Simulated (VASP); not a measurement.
# GaN (P6_3mc) in VASP: settings compared, part 2 of 2

VASP 6.6.1. The steps go on from the part before.

## Step 3: Born charges and dielectric tensor, PBE

Contents of INCAR:

```
SYSTEM = GaN
PREC = Accurate ; ENCUT = 520
EDIFF = 1E-8 ; ISMEAR = -1
SIGMA = 0.05 ; LREAL = .FALSE.
LASPH = .TRUE. ; NELM = 100
ALGO = Normal ; ISIF = 2
LWAVE = .FALSE. ; LCHARG = .FALSE.
GGA = PE ; LEPSILON = .TRUE.
IBRION = 8
```

Contents of KPOINTS:

```
regular mesh
0
G
  10 10 5
  0 0 0
```

Contents of POSCAR:

```
GaN
1.0
    3.1800000000      0.0000000000      0.0000000000
   -1.5900000000      2.7539607840      0.0000000000
    0.0000000000      0.0000000000      5.1660000000
Ga N
2 2
Direct
    0.6666666667      0.3333333333      0.5000000000
    0.3333333333      0.6666666667      0.0000000000
    0.6666666667      0.3333333333      0.8750000000
    0.3333333333      0.6666666667      0.3750000000
```

Potentials or basis: VASP PAW PBE potentials, release 64 (Ga_d, N).

Launch:

```
cat potpaw_PBE.64/Ga_d/POTCAR potpaw_PBE.64/N/POTCAR > POTCAR
mpirun -np 1 vasp_std > vasp.out
```

OUTCAR:

```text
SYSTEM = GaN
   PREC = Accurate
   ENCUT = 520
   EDIFF = 1E-8
   ISMEAR = -1
   LREAL = .FALSE.
   LASPH = .TRUE.
   NELM = 100
   ISIF = 2
   GGA = PE
   LEPSILON = .TRUE.
   IBRION = 8

 ion  position               nearest neighbor table
   1  0.667  0.333  0.500-   3 1.94   4 1.95   4 1.95   4 1.95
   2  0.333  0.667  0.000-   4 1.94   3 1.95   3 1.95   3 1.95
   3  0.667  0.333  0.875-   1 1.94   2 1.95   2 1.95   2 1.95
   4  0.333  0.667  0.375-   2 1.94   1 1.95   1 1.95   1 1.95

  LATTYP: Found a hexagonal cell.
 ALAT       =     3.1800000000
 C/A-ratio  =     1.6245283019

  Lattice vectors:

 A1 = (   3.1800000000,   0.0000000000,   0.0000000000)
 A2 = (  -1.5900000000,   2.7539607840,   0.0000000000)
 A3 = (   0.0000000000,   0.0000000000,   5.1660000000)

[... 937 lines left out ...]
  4X    11.772359    0.000000    0.000000    0.895165   -0.000000    0.000000    0.687132    0.000000    0.000000  -13.354656    0.000000    0.000000
  4Y     0.000000   11.772359    0.000000    0.000000    0.895165   -0.000000    0.000000    0.687132    0.000000    0.000000  -13.354656   -0.000000
  4Z     0.000000   -0.000000    4.746860   -0.000000    0.000000    7.982176   -0.000000    0.000000    6.172851    0.000000    0.000000  -18.901888

 Eigenvectors and eigenvalues of the dynamical matrix
 ----------------------------------------------------

   1 f  =   20.966852 THz   131.738614 2PiTHz  699.378887 cm-1    86.711892 meV
             X         Y         Z           dx          dy          dz
      1.590000  0.917987  2.583000     0.000000   -0.000000    0.053116
     -0.000000  1.835974  0.000000     0.000000   -0.000000   -0.053116
      1.590000  0.917987  4.520250     0.000000   -0.000000   -0.705109
     -0.000000  1.835974  1.937250    -0.000000    0.000000    0.705109
[... 71 lines left out ...]
  12 f/i=    0.004600 THz     0.028903 2PiTHz    0.153440 cm-1     0.019024 meV
             X         Y         Z           dx          dy          dz
      1.590000  0.917987  2.583000    -0.000000   -0.000000   -0.645361
     -0.000000  1.835974  0.000000    -0.000000   -0.000000   -0.645361
      1.590000  0.917987  4.520250    -0.000000   -0.000000   -0.288979
     -0.000000  1.835974  1.937250    -0.000000   -0.000000   -0.288979

--------------------------------------------------------------------------------------------------------

 MACROSCOPIC STATIC DIELECTRIC TENSOR IONIC CONTRIBUTION
 ------------------------------------------------------
           4.323261     0.000000     0.000000
           0.000000     4.323261    -0.000000
           0.000000    -0.000000     4.747177
 ------------------------------------------------------

 ELASTIC MODULI CONTR FROM IONIC RELAXATION (kBar)
 Direction    XX          YY          ZZ          XY          YZ          ZX
 --------------------------------------------------------------------------------
 XX        -648.3755    301.7898    367.1265      0.0000      0.0000      0.0000
 YY         301.7898   -648.3755    367.1265     -0.0000     -0.0000     -0.0000
 ZZ         367.1265    367.1265   -777.7693     -0.0000     -0.0000      0.0000
 XY           0.0000     -0.0000     -0.0000   -475.0827      0.0000     -0.0000
 YZ           0.0000      0.0000     -0.0000      0.0000   -170.0740     -0.0000
 ZX           0.0000     -0.0000      0.0000      0.0000     -0.0000   -178.9227
 --------------------------------------------------------------------------------

 PIEZOELECTRIC TENSOR IONIC CONTR  for field in x, y, z        (C/m^2)
          XX          YY          ZZ          XY          YZ          ZX
  --------------------------------------------------------------------------------
  x     0.00000    -0.00000     0.00000    -0.00000    -0.00000    -0.82758
  y    -0.00000     0.00000    -0.00000     0.00000    -0.80686    -0.00000
  z    -0.85345    -0.85345     1.80807     0.00000     0.00000    -0.00000
```

OSZICAR:

```text
N       E                     dE             d eps       ncg     rms          rms(c)
DAV:   1     0.285453870786E+03    0.28545E+03   -0.18377E+04  1906   0.305E+03
DAV:   2     0.856041366761E+01   -0.27689E+03   -0.26785E+03  2052   0.541E+02
DAV:   3    -0.268912405989E+02   -0.35452E+02   -0.35136E+02  2142   0.158E+02
DAV:   4    -0.283181061470E+02   -0.14269E+01   -0.14237E+01  2592   0.340E+01
[... 13 lines left out ...]
RMM:  10    -0.249003886299E+00    0.36277E-06    0.17181E-07  4980   0.484E-04    0.286E-05
RMM:  11    -0.249004039137E+00   -0.15284E-06    0.18974E-08  5036   0.166E-04    0.122E-05
RMM:  12    -0.249004104833E+00   -0.65696E-07    0.38687E-08  4808   0.697E-05    0.467E-06
RMM:  13    -0.249004097115E+00    0.77178E-08    0.57851E-09  5163   0.299E-05    0.312E-06
 Linear response finished
```

stdout:

```text
POSCAR found type information on POSCAR GaN
 POSCAR found :  2 types and       4 ions
 scaLAPACK will be used
 LDA part: xc-table for (Slater+PW92), standard interpolation
[... 104 lines left out ...]
 onal to |phi(0)> (-1.102090491880165E-004,5.516420653606247E-014)
 LRF_COMMUTATOR internal error: the vector H(1)-e(1) S(1) |phi(0)> is not orthog
 onal to |phi(0)> (1.432782492390133E-004,1.428718254814498E-014)
 LRF_COMMUTATOR internal error: the vector H(1)-e(1) S(1) |phi(0)> is not orthog
 onal to |phi(0)> (-1.086397321934593E-004,5.360295540768334E-015)
 LRF_COMMUTATOR internal error: the vector H(1)-e(1) S(1) |phi(0)> is not orthog
 onal to |phi(0)> (1.236248657595501E-004,1.301042606982605E-014)
 LRF_COMMUTATOR internal error: the vector H(1)-e(1) S(1) |phi(0)> is not orthog
 onal to |phi(0)> (1.040571944682395E-004,-1.186550857568136E-014)
 LRF_COMMUTATOR internal error: the
```

It took 17 min on 1 thread of AMD EPYC 9R45 (Zen 5), shared host; peak memory 0.58 GiB.

Results:

- Band gap on the k mesh: 1.97 eV, direct
- Electronic dielectric tensor (diagonal): 5.73, 5.73, 5.89
- Born charges (mean of the diagonal): Ga +2.66; N -2.66 e
- Highest phonon frequency at Γ, LO-TO splitting left out: 699 cm⁻¹

Phonon frequencies in cm⁻¹ (negative: imaginary):
| q point | frequencies |
| --- | --- |
| (0.000, 0.000, 0.000) | 0 0 0 133 133 336 544 544 545 555 555 699 |

Electronic dielectric tensor:
```
5.73 0.00 0.00
0.00 5.73 0.00
0.00 0.00 5.89
```

Born effective charge tensors (e):
atom 1, Ga
```
2.62 0.00 0.00
0.00 2.62 0.00
0.00 0.00 2.75
```
atom 2, Ga
```
2.62 0.00 0.00
0.00 2.62 0.00
0.00 0.00 2.75
```
atom 3, N
```
-2.62  0.00  0.00
 0.00 -2.62  0.00
 0.00  0.00 -2.75
```
atom 4, N
```
-2.62  0.00  0.00
 0.00 -2.62  0.00
 0.00  0.00 -2.75
```

## Step 4: Phonons, PBEsol

POSCAR is that of step 3.

Contents of INCAR.step1:

```
SYSTEM = GaN
PREC = Accurate
ENCUT = 600
EDIFF = 1E-8
ISMEAR = -1
SIGMA = 0.05
LREAL = .FALSE.
LASPH = .TRUE.
NELM = 80
ALGO = Fast
ISIF = 3
LWAVE = .FALSE.
LCHARG = .FALSE.
GGA = PS
IBRION = 2
NSW = 40
EDIFFG = -0.002
```

Contents of INCAR.step2:

```
SYSTEM = GaN
PREC = Accurate
ENCUT = 600
EDIFF = 1E-8
ISMEAR = -1
SIGMA = 0.05
LREAL = .FALSE.
LASPH = .TRUE.
NELM = 80
ALGO = Fast
ISIF = 2
LWAVE = .FALSE.
LCHARG = .FALSE.
GGA = PS
IBRION = 8
NSW = 1
```

Contents of KPOINTS:

```
Automatic mesh
0
G
  7 7 4
  0 0 0
```

Potentials or basis: VASP PAW PBE potentials, release 64 (Ga_d, N).

Launch:

```
cat potpaw_PBE.64/Ga_d/POTCAR potpaw_PBE.64/N/POTCAR > POTCAR
cp INCAR.step1 INCAR
mpirun -np 1 vasp_std > vasp.out
cp CONTCAR POSCAR
cp INCAR.step2 INCAR
mpirun -np 1 vasp_std > vasp.out
```

OUTCAR:

```text
SYSTEM = GaN
   PREC = Accurate
   ENCUT = 600
   EDIFF = 1E-8
   ISMEAR = -1
   LREAL = .FALSE.
   LASPH = .TRUE.
   NELM = 80
   ISIF = 2
   GGA = PS
   IBRION = 8
   NSW = 1

 ion  position               nearest neighbor table
   1  0.667  0.333  0.499-   4 1.94   4 1.94   4 1.94   3 1.95
   2  0.333  0.667  0.999-   3 1.94   3 1.94   3 1.94   4 1.95
   3  0.667  0.333  0.876-   2 1.94   2 1.94   2 1.94   1 1.95
   4  0.333  0.667  0.376-   1 1.94   1 1.94   1 1.94   2 1.95

  LATTYP: Found a hexagonal cell.
 ALAT       =     3.1803672183
 C/A-ratio  =     1.6294087403

  Lattice vectors:

[... 865 lines left out ...]
  1Y    -0.000000  -13.079988    0.000000    0.000000    0.427549    0.000000   -0.000000    1.025314    0.000000    0.000000   11.627126    0.000000
  1Z     0.000000    0.000000  -19.792325    0.000000    0.000000    8.201753   -0.000000    0.000000    6.815676    0.000000    0.000000    4.774895
  2X     0.427549   -0.000000   -0.000000  -13.079988    0.000000    0.000000   11.627126   -0.000000    0.000000    1.025314    0.000000    0.000000
  2Y     0.000000    0.427549    0.000000   -0.000000  -13.079988    0.000000    0.000000   11.627126    0.000000   -0.000000    1.025314    0.000000
  2Z    -0.000000    0.000000    8.201753    0.000000    0.000000  -19.792325    0.000000   -0.000000    4.774895    0.000000    0.000000    6.815676
  3X     1.017441    0.000000   -0.000000   11.617561   -0.000000    0.000000  -13.274631   -0.000000    0.000000    0.639629    0.000000    0.000000
  3Y     0.000000    1.017441    0.000000    0.000000   11.617561    0.000000    0.000000  -13.274631   -0.000000    0.000000    0.639629    0.000000
  3Z     0.000000    0.000000    6.796770    0.000000    0.000000    4.799369    0.000000    0.000000  -17.640482    0.000000   -0.000000    6.044343
  4X    11.617561    0.000000    0.000000    1.017441    0.000000    0.000000    0.639629   -0.000000    0.000000  -13.274631   -0.000000    0.000000
  4Y     0.000000   11.617561   -0.000000    0.000000    1.017441    0.000000    0.000000    0.639629    0.000000    0.000000  -13.274631    0.000000
  4Z    -0.000000    0.000000    4.799369    0.000000    0.000000    6.796770    0.000000    0.000000    6.044343    0.000000    0.000000  -17.640482

 Eigenvectors and eigenvalues of the dynamical matrix
 ----------------------------------------------------

   1 f  =   20.352622 THz   127.879293 2PiTHz  678.890381 cm-1    84.171642 meV
             X         Y         Z           dx          dy          dz
      1.590184  0.918093  2.586929     0.000000   -0.000000    0.035286
     -0.000000  1.836186  5.177988     0.000000   -0.000000   -0.035286
      1.590184  0.918093  4.538483     0.000000   -0.000000   -0.706226
     -0.000000  1.836186  1.947424    -0.000000    0.000000    0.706226
[... 71 lines left out ...]
  12 f/i=    0.004190 THz     0.026330 2PiTHz    0.139780 cm-1     0.017330 meV
             X         Y         Z           dx          dy          dz
      1.590184  0.918093  2.586929    -0.387545   -0.515848   -0.000000
     -0.000000  1.836186  5.177988    -0.387545   -0.515848   -0.000000
      1.590184  0.918093  4.538483    -0.173785   -0.231320   -0.000000
     -0.000000  1.836186  1.947424    -0.173785   -0.231320   -0.000000

--------------------------------------------------------------------------------------------------------

 ELASTIC MODULI CONTR FROM IONIC RELAXATION (kBar)
 Direction    XX          YY          ZZ          XY          YZ          ZX
 --------------------------------------------------------------------------------
 XX        -602.6862    272.0749    311.8133     -0.0000     -0.0000      0.0000
 YY         272.0749   -602.6862    311.8133      0.0000      0.0000     -0.0000
 ZZ         311.8133    311.8133   -588.1683      0.0000     -0.0000     -0.0000
 XY          -0.0000      0.0000      0.0000   -437.3805     -0.0000     -0.0000
 YZ           0.0000     -0.0000     -0.0000     -0.0000   -143.8039     -0.0000
 ZX           0.0000     -0.0000     -0.0000     -0.0000     -0.0000   -151.9314
 --------------------------------------------------------------------------------
```

Run time: 12 min. Hardware: 1 thread of AMD EPYC 9R45 (Zen 5), shared host; peak memory 0.41 GiB.

Results:

```yaml
Relaxed_volume: 11.35 Å³/atom
Relaxed_cell: a = 3.180 Å, b = 3.180 Å, c = 5.182 Å, α = 90.00°, β = 90.00°, γ = 120.00°
Space_group_after_relaxing_to_0.05_Å: P6_3mc (No. 186)
Highest_phonon_frequency_at_Γ_LO-TO_splitting_left_out: 679 cm⁻¹
```

The path:
| step | energy change (eV) | largest force (eV/Å) | pressure (GPa) | volume (Å³) |
| --- | --- | --- | --- | --- |
| 1 | 0.0000 | 0.1310 | 0.63 | 45.24 |
| 2 | -0.0005 | 0.0873 | -0.55 | 45.53 |
| 3 | -0.0019 | 0.0093 | -0.02 | 45.40 |
| 4 | -0.0019 | 0.0116 | -0.01 | 45.39 |
| 5 | -0.0019 | 0.0054 | 0.02 | 45.39 |
| 6 | -0.0019 | 0.0016 | 0.04 | 45.38 |
| 7 | -0.0019 | 0.0008 | -0.04 | 45.40 |
| 8 | -0.0019 | 0.0006 | 0.00 | 45.39 |

Final structure:
```
CELL_PARAMETERS angstrom
3.18037 0.00000 0.00000
-1.59018 2.75428 0.00000
0.00000 0.00000 5.18212
ATOMIC_POSITIONS crystal
Ga 0.66667 0.33333 0.49920
Ga 0.33333 0.66667 0.99920
N 0.66667 0.33333 0.87580
N 0.33333 0.66667 0.37580
```

Phonon frequencies in cm⁻¹ (negative: imaginary):
```csv
q point,frequencies
"(0.000, 0.000, 0.000)",0 0 0 137 137 329 520 543 543 551 551 679
```

Caveat: the PAW data sets were made with another functional, which shifts forces and pressure a little.

## Step 5: Against experiment

Step 3. Against the measured gap of GaN, 3.503 eV (direct; quoted in “Studying electronic properties in GaN without electrical contacts using γ-γ vs e−-γ Perturbed Angular Correlations”, 2019, pmc:6823545), the calculated 1.97 eV is off by -1.53 eV. Spin-orbit coupling on Ga is left out. The value is that of PBE, without temperature or zero-point motion. Semilocal functionals fall short of measured gaps as a rule.
